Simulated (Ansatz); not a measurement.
# Re: single point with PBE

Crystal: Re.

```
Re
1.0
     2.76080    0.00000    0.00000
    -1.38040    2.39092    0.00000
     0.00000    0.00000    4.45820
Re
2
Direct
  0.66667 0.33333 0.75000
  0.33333 0.66667 0.25000
```

```yaml
Program: Ansatz 0.2.0
Task: single point
Functional: PBE
Potentials_or_basis: all-electron LAPW, scalar-relativistic
Cutoff: 281 eV (chosen from the basis error)
Basis_error_allowed: 0.001 eV/atom
k_mesh: 11 × 11 × 6
Occupations: fermi-dirac, width 0.05 eV
Spin: no spin polarisation
```

```json
{"Pressure": "6.1 GPa", "Band gap on the k mesh": "none (metal or under the smearing width)"}
```

Stress tensor (GPa, compression positive):
```
5.97 0.00 0.00
0.00 5.97 0.00
0.00 0.00 6.36
```

Levels at points of the mesh, in eV from the Fermi level:
| k point | band 35 | band 36 | band 37 | band 38 | band 39 | band 40 | band 41 | band 42 | band 43 | band 44 |
| --- | --- | --- | --- | --- | --- | --- | --- | --- | --- | --- |
| (0.00, 0.00, 0.00) | -1.58 | -1.58 | -1.58 | -0.74 | -0.74 | 0.19 | 0.19 | 0.60 | 3.37 | 3.37 |
| (0.00, 0.00, -0.50) | -2.39 | -2.39 | -1.71 | -1.71 | -1.71 | -1.71 | 2.56 | 2.56 | 2.56 | 2.56 |

It took 60 s on 1 thread of Intel(R) Xeon(R) Processor @ 2.50GHz (Skylake/Cascade Lake), with other jobs on the host, peak memory 0.44 GiB.

Spin-orbit coupling is left out, which matters for the levels of Re.
